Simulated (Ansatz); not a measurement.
Wires are cut from relaxed bulk InP (Fm-3m, not its usual structure, 20.34 Å³/atom, gap on the mesh 0.00 eV); atoms and period are relaxed, and energies count from that bulk.

All numbers below come from DFT PBEsol, scalar-relativistic, plane waves, PAW (Ansatz 0.2.0).

Cutoff 420 eV, Gaussian smearing of 0.05 eV, energies at zero smearing, symmetry of each start kept, no spin polarisation.

```csv
start,atoms,k mesh,excess energy (eV per host atom),line energy (eV/Å),period (Å),gap on the mesh (eV)
"[111] wire, 8 host atoms a period*",8,1×1×6,0.578,0.871,5.310,0
"[111] wire, 18 host atoms a period",18,1×1×6,0.424,0.916,8.327,0.24
```

* ends far from its start.

Each run keeps its start's symmetry and one magnetic start, so lower states can exist.

Cost: 2 runs of about 74 core-minutes in all, on Intel Xeon Platinum 8375C (Ice Lake) (shared hosts).